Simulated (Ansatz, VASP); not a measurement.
## Ru in VASP and in Ansatz

Contents of INCAR:

```
ALGO = Fast
EDIFF = 1E-6
ENCUT = 520
GGA = PE
ISIF = 2
ISMEAR = 0
LASPH = T
LCHARG = F
LREAL = F
LWAVE = F
NBANDS = 13
NELM = 100
PREC = Accurate
SIGMA = 0.15
```

File KPOINTS:

```
k-points
0
Gamma
  20 20 20
```

The input POSCAR:

```
Ru
1.0
    0.1000169121      1.9074653943      1.9074653943
    1.9074653943      0.1000169121      1.9074653943
    1.9074653943      1.9074653943      0.1000169121
Ru
1
Direct
    0.0000000000      0.0000000000      0.0000000000
```

Input for Ansatz:

```yaml
crystal:
  lattice:
    - [0.1000169121, 1.9074653943, 1.9074653943]
    - [1.9074653943, 0.1000169121, 1.9074653943]
    - [1.9074653943, 1.9074653943, 0.1000169121]
  atoms:
    - { symbol: Ru, position: [0.0, 0.0, 0.0] }
basis:
  ecutwfc: 420
kpoints:
  mp_grid: { grid: [20, 20, 20] }
hamiltonian:
  xc: pbe
scf:
  occupations: { method: gaussian, width: 0.15 }
output:
  forces: true
  stress: true
  eigenvalues: true
```

Change from the starting cell: equal engineering shear yz, xz and xy +0.0525, equal normal strain along x, y and z -0.0250.

Alike in both runs: task single point; functional PBE; k mesh 20 × 20 × 20; occupations gaussian, width 0.15 eV; no spin polarisation.

```csv
,VASP,Ansatz
version,VASP 6.6.1,Ansatz 0.2.0
potentials or method,"VASP PAW PBE potentials, release 64 (Ru_pv)","scalar-relativistic, plane waves, PAW"
plane-wave cutoff (eV),520,420
valence electrons in the cell,14,16
```

```tsv
	VASP	Ansatz	Ansatz less VASP
gap on the k mesh at the Fermi level (eV)	none	none	-
pressure (GPa)	32.2	32.3	+0.07
largest component of the traceless stress (GPa)	16.51	16.49	-0.020
```

A gap of «none» marks a metal or a gap that the smearing closes. The two sets of potentials don't hold the same shells in valence.

Caveats: so large a pressure means that the cell lies far from this level's equilibrium, or that cutoff or potentials fall short (VASP).
